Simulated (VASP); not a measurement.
# RbBr (Pm-3m) in VASP: further runs

The runs below take RbBr through single point, with r2SCAN.

Program: VASP 6.6.1. These are calculated values, not measurements. Logs are shortened: lines on timing, memory, paths and dates and some standing lists are left out, and cuts for length are marked.

### Step 1. Starting point

It takes space group Pm-3m (No. 221, cubic). Conventional cell: a = 4.126 Å, b = 4.126 Å, c = 4.126 Å, α = 90.00°, β = 90.00°, γ = 90.00°. Rb (site symmetry m-3m) has 8 Br at 3.57 Å as nearest neighbours. Br (site symmetry m-3m) has 8 Rb at 3.57 Å as nearest neighbours.

The cell comes from a database or a generator and needn't be the stable form of this composition.

### Step 2. Single point, r2SCAN

File POSCAR:

```
RbBr
1.0
    4.1260773000      0.0000000000      0.0000000000
    0.0000000000      4.1260773000      0.0000000000
    0.0000000000      0.0000000000      4.1260773000
Rb Br
1 1
Direct
    0.0000000000      0.0000000000      0.0000000000
    0.5000000000      0.5000000000      0.5000000000
```

File INCAR.step1:

```
ALGO     = Normal         # electronic algorithm
EDIFF    = 1E-4           # SCF threshold, eV
ENCUT    = 520            # plane-wave cutoff, eV
GGA      = PE             # functional
ISMEAR   = 0              # smearing method
LASPH    = T              # aspherical terms in the spheres
LCHARG   = F              # write CHGCAR
LREAL    = F              # projectors in reciprocal space
LWAVE    = T              # write WAVECAR
NBANDS   = 15             # bands
NELM     = 100            # most SCF steps
PREC     = Accurate       # precision mode
SIGMA    = 0.01           # smearing width, eV
```

File INCAR.step2:

```
ALGO     = Normal         # electronic algorithm
EDIFF    = 1E-7           # SCF threshold, eV
ENCUT    = 520            # plane-wave cutoff, eV
ISIF     = 2              # what is computed and relaxed
ISMEAR   = 0              # smearing method
ISTART   = 1            
LASPH    = T              # aspherical terms in the spheres
LCHARG   = F              # write CHGCAR
LMIXTAU  = T            
LREAL    = F              # projectors in reciprocal space
LWAVE    = F              # write WAVECAR
METAGGA  = R2SCAN         # meta-GGA
NBANDS   = 15             # bands
NELM     = 100            # most SCF steps
PREC     = Accurate       # precision mode
SIGMA    = 0.01           # smearing width, eV
```

File KPOINTS:

```
k-points
0
Gamma
  4 4 4
```

Potentials or basis: VASP PAW PBE potentials, release 64 (Rb_sv, Br).

Run with:

```
> cat potpaw_PBE.64/Rb_sv/POTCAR potpaw_PBE.64/Br/POTCAR > POTCAR
> cp INCAR.step1 INCAR
> mpirun -np 1 vasp_std > vasp.out
> cp INCAR.step2 INCAR
> mpirun -np 1 vasp_std > vasp.out
```

OUTCAR:

```text
EDIFF = 1E-7
   ENCUT = 520
   ISIF = 2
   ISMEAR = 0
   ISTART = 1
   LASPH = T
   LREAL = F
   METAGGA = R2SCAN
   NELM = 100
   PREC = Accurate

 ion  position               nearest neighbor table
   1  0.000  0.000  0.000-   2 3.57   2 3.57   2 3.57   2 3.57   2 3.57   2 3.57   2 3.57   2 3.57

   2  0.500  0.500  0.500-   1 3.57   1 3.57   1 3.57   1 3.57   1 3.57   1 3.57   1 3.57   1 3.57

  LATTYP: Found a simple cubic cell.
 ALAT       =     4.1260773000

  Lattice vectors:

 A1 = (   4.1260773000,   0.0000000000,   0.0000000000)
 A2 = (   0.0000000000,   4.1260773000,   0.0000000000)
 A3 = (   0.0000000000,   0.0000000000,   4.1260773000)

Analysis of symmetry for initial positions (statically):
=====================================================================
 Subroutine PRICEL returns:
 Original cell was already a primitive cell.

 Routine SETGRP: Setting up the symmetry group for a
 simple cubic supercell.

 Subroutine GETGRP returns: Found 48 space group operations
 (whereof 48 operations were pure point group operations)
 out of a pool of 48 trial point group operations.

The static configuration has the point symmetry O_h .

Analysis of symmetry for dynamics (positions and initial velocities):
=====================================================================
 Subroutine PRICEL returns:
 Original cell was already a primitive cell.

 Routine SETGRP: Setting up the symmetry group for a
 simple cubic supercell.

 Subroutine GETGRP returns: Found 48 space group operations
 (whereof 48 operations were pure point group operations)
 out of a pool of 48 trial point group operations.

The dynamic configuration has the point symmetry O_h .

 Subroutine INISYM returns: Found 48 space group operations
 (whereof 48 operations are pure point group operations),
 and found     1 'primitive' translations

----------------------------------------------------------------------------------------

                                     Primitive cell

  volume of cell :      70.2445

  direct lattice vectors                    reciprocal lattice vectors
     4.126077300  0.000000000  0.000000000     0.242360947  0.000000000  0.000000000
     0.000000000  4.126077300  0.000000000     0.000000000  0.242360947  0.000000000
     0.000000000  0.000000000  4.126077300     0.000000000  0.000000000  0.242360947

  length of vectors
     4.126077300  4.126077300  4.126077300     0.242360947  0.242360947  0.242360947

  position of ions in fractional coordinates (direct lattice)
     0.000000000  0.000000000  0.000000000
     0.500000000  0.500000000  0.500000000

  ion indices of the primitive-cell ions
   primitive index   ion index
                 1           1
                 2           2

----------------------------------------------------------------------------------------

 KPOINTS: k-points

Automatic generation of k-mesh.
 Grid dimensions read from file:
 generate k-points for:    4    4    4

 Generating k-lattice:

  Cartesian coordinates                     Fractional coordinates (reciprocal lattice)
     0.060590237  0.000000000  0.000000000     0.250000000  0.000000000  0.000000000
     0.000000000  0.060590237  0.000000000     0.000000000  0.250000000  0.000000000
     0.000000000  0.000000000  0.060590237     0.000000000  0.000000000  0.250000000

  Length of vectors
     0.060590237  0.060590237  0.060590237

  Shift w.r.t. Gamma in fractional coordinates (k-lattice)
     0.000000000  0.000000000  0.000000000

 Subroutine IBZKPT returns following result:
 ===========================================

 Found     10 irreducible k-points:

 Following reciprocal coordinates:
            Coordinates               Weight
  0.000000  0.000000  0.000000      1.000000
  0.250000  0.000000  0.000000      6.000000
  0.500000  0.000000  0.000000      3.000000
  0.250000  0.250000  0.000000     12.000000
  0.500000  0.250000  0.000000     12.000000
  0.500000  0.500000  0.000000      3.000000
  0.250000  0.250000  0.250000      8.000000
  0.500000  0.250000  0.250000     12.000000
  0.500000  0.500000  0.250000      6.000000
  0.500000  0.500000  0.500000      1.000000
   k-points           NKPTS =     10   k-points in BZ     NKDIM =     10   number of bands    NBANDS=     15
   number of dos      NEDOS =    301   number of ions     NIONS =      2
   total plane-waves  NPLWV =  32768
   dimension x,y,z NGX =    32 NGY =   32 NGZ =   32
   dimension x,y,z NGXF=    64 NGYF=   64 NGZF=   64
   ions per type =               1   1
   NGX,Y,Z   is equivalent  to a cutoff of  12.89, 12.89, 12.89 a.u.
   NGXF,Y,Z  is equivalent  to a cutoff of  25.79, 25.79, 25.79 a.u.
 SYSTEM =  unknown system
   PREC   = accura    normal or accurate (medium, high low for compatibility)
   ISTART =      1    job   : 0-new  1-cont  2-samecut
   ICHARG =      0    charge: 1-file 2-atom 10-const
   ISPIN  =      1    spin polarized calculation?
   LNONCOLLINEAR =      F non collinear calculations
   LSORBIT =      F    spin-orbit coupling
   LASPH  =      T    aspherical Exc in radial PAW
   ENCUT  =  520.0 eV  38.22 Ry    6.18 a.u.   7.67  7.67  7.67*2*pi/ulx,y,z
   NELM   =    100;   NELMIN=  2; NELMDL=  0     # of ELM steps
   EDIFF  = 0.1E-06   stopping-criterion for ELM
   LREAL  =      F    real-space projection
   EDIFFG = 0.1E-05   stopping-criterion for IOM
   NSW    =      0    number of steps for IOM
   IBRION =     -1    ionic relax: 0-MD 1-quasi-New 2-CG
   NFREE  =      0    steps in history (QN), initial steepest desc. (CG)
   ISIF   =      2    stress and relaxation
   ISYM   =      2    0-nonsym 1-usesym 2-fastsym
   POTIM  = 0.5000    time-step for ionic-motion
   TEBEG  =    0.0;   TEEND  =   0.0 temperature during run
   PSTRESS=    0.0 pullay stress
   NELECT =      16.0000    total number of electrons
   NUPDOWN=      -1.0000    fix difference up-down
   EMIN   =  10.00;   EMAX   =-10.00  energy-range for DOS
   EFERMI =   0.00;   METHOD = LEGACY
   ISMEAR =     0;   SIGMA  =   0.01  broadening in eV -4-tet -1-fermi 0-gaus
   EFERMI_NEDOS =   21; number of points for ismear=-14 and -15
   IALGO  =     38    algorithm
   IMIX   =      4    mixing-type and parameters
     AMIX     =   0.40;   BMIX     =  1.00
     AMIX_MAG =   1.60;   BMIX_MAG =  1.00
  volume/ion in A,a.u.               =      35.12       237.02
  Fermi-wavevector in a.u.,A,eV,Ry     =   0.999795  1.889338 13.600238  0.999589
  Thomas-Fermi vector in A             =   2.132108
   LORBIT       =      0    0 simple, 1 ext, 2 COOP (PROOUT), +10 PAW based schemes
   METAGGA = R2SCAN    functional components
   LHFCALC =     F    Hartree Fock is set to
   AEXX    =    0.0000 exact exchange contribution
   IVDW    =     0    specifies the selected vdW correction
   LEPSILON=     F    determine dielectric tensor
   LRPA    =     F    only Hartree local field effects (RPA)
 non-spin polarized calculation
 Gauss-broadening in eV      SIGMA  =   0.01
  energy-cutoff  :      520.00
  volume of cell :       70.24
 maximum number of plane-waves:      1924
 NGX is ok and might be reduce to    32
   NGX = 15   NGY = 15   NGZ = 15

 number of electron      16.0000002 magnetization

 Free energy of the ion-electron system (eV)
  ---------------------------------------------------
  ext. energy  EPLUGINS =         0.00000000
  ---------------------------------------------------
  free energy    TOTEN  =       -31.10829768 eV

  energy without entropy =      -31.10829768  energy(sigma->0) =      -31.10829768

 E-fermi :  -0.9120     XC(G=0):  -8.3255

 val. band max:       -1.0484285599   @ k =   0.5000   0.5000   0.0000
 cond. band min:       3.7817644729   @ k =   0.0000   0.0000   0.0000
 fundamental gap:      4.8301930328
 Fermi energy:        -0.9120056664

 k-point     1 :       0.0000    0.0000    0.0000
  band No.  band energies     occupation
      1     -26.9393      2.00000
      2     -14.1045      2.00000
      3     -10.3765      2.00000
      4     -10.3765      2.00000
      5     -10.3765      2.00000
      6      -1.2025      2.00000
      7      -1.2025      2.00000
      8      -1.2025      2.00000
      9       3.7818      0.00000
     10       5.0663      0.00000
     11       5.0663      0.00000
     12       9.6718      0.00000
     13       9.6718      0.00000
     14       9.6718      0.00000
     15      12.3399      0.00000

 k-point     2 :       0.2500    0.0000    0.0000
  band No.  band energies     occupation
      1     -26.9289      2.00000
      2     -14.0999      2.00000
      3     -10.4433      2.00000
      4     -10.3529      2.00000
      5     -10.3529      2.00000
      6      -2.0843      2.00000
      7      -1.2362      2.00000
      8      -1.2362      2.00000
      9       5.0530      0.00000
     10       5.5403      0.00000
     11       6.3179      0.00000
     12       9.4646      0.00000
     13       9.4646      0.00000
     14      10.0195      0.00000
     15      10.1180      0.00000

 k-point     3 :       0.5000    0.0000    0.0000
  band No.  band energies     occupation
      1     -26.9184      2.00000
      2     -14.0982      2.00000
      3     -10.4986      2.00000
      4     -10.3291      2.00000
      5     -10.3291      2.00000
      6      -2.7519      2.00000
      7      -1.2721      2.00000
      8      -1.2721      2.00000
      9       6.4048      0.00000
     10       6.7594      0.00000
     11       7.3167      0.00000
     12       8.3098      0.00000
     13       9.6047      0.00000
     14       9.6047      0.00000
     15      10.5114      0.00000
[... 91 lines left out ...]
 k-point     9 :       0.5000    0.5000    0.2500
  band No.  band energies     occupation
      1     -26.8903      2.00000
      2     -13.8505      2.00000
      3     -10.6411      2.00000
      4     -10.6411      2.00000
      5     -10.4510      2.00000
      6      -2.2511      2.00000
      7      -2.2511      2.00000
      8      -1.7962      2.00000
      9       6.0359      0.00000
     10       7.4460      0.00000
     11       7.6118      0.00000
     12       7.6118      0.00000
     13       9.9121      0.00000
     14       9.9121      0.00000
     15      11.7152      0.00000

 k-point    10 :       0.5000    0.5000    0.5000
  band No.  band energies     occupation
      1     -26.8812      2.00000
      2     -13.7938      2.00000
      3     -10.5985      2.00000
      4     -10.5985      2.00000
      5     -10.5985      2.00000
      6      -2.3895      2.00000
      7      -2.3895      2.00000
      8      -2.3895      2.00000
      9       7.8263      0.00000
     10       7.8263      0.00000
     11       7.8263      0.00000
     12       9.1062      0.00000
     13       9.1062      0.00000
     14       9.1062      0.00000
     15      11.8573      0.00000

------------------------ aborting loop because EDIFF is reached ----------------------------------------

  FORCE on cell =-STRESS in cart. coord.  units (eV):
  Direction    XX          YY          ZZ          XY          YZ          ZX
  --------------------------------------------------------------------------------------
  -------------------------------------------------------------------------------------
  Total        0.0282680      0.0282680      0.0282680     -0.0000000      0.0000000      0.0000000
  in kB        0.6447532      0.6447532      0.6447532     -0.0000000      0.0000000      0.0000000
  external PRESSURE =       0.6447532 kB  Pullay stress =       0.0000000 kB

 VOLUME and BASIS-vectors are now :
 -----------------------------------------------------------------------------
  energy-cutoff  :      520.00
  volume of cell :       70.24
      direct lattice vectors                 reciprocal lattice vectors
     4.126077300  0.000000000  0.000000000     0.242360947  0.000000000  0.000000000
     0.000000000  4.126077300  0.000000000     0.000000000  0.242360947  0.000000000
     0.000000000  0.000000000  4.126077300     0.000000000  0.000000000  0.242360947

 POSITION                                       TOTAL-FORCE (eV/Angst)
 -----------------------------------------------------------------------------------
      0.00000      0.00000      0.00000         0.000000      0.000000      0.000000
      2.06304      2.06304      2.06304         0.000000      0.000000      0.000000
 -----------------------------------------------------------------------------------
    total drift:                                0.000000      0.000000     -0.000000

  FREE ENERGIE OF THE ION-ELECTRON SYSTEM (eV)
  ---------------------------------------------------
  free  energy   TOTEN  =       -31.1082976816 eV

  energy  without entropy=      -31.1082976816  energy(sigma->0) =      -31.10829768
```

It took 19 s on 1 thread of Intel Xeon 6975P-C (Granite Rapids), shared host; peak memory 0.18 GiB.

Results:

```
Free energy            : -31.1083 eV
Pressure               : 0.1 GPa
Band gap on the k mesh : 4.83 eV, indirect (least direct gap 4.98 eV)
```

Caveat: the PAW data sets were made with another functional, which shifts forces and pressure a little. A k mesh can miss the band edges.

(Part 1 of 2 ends here.)
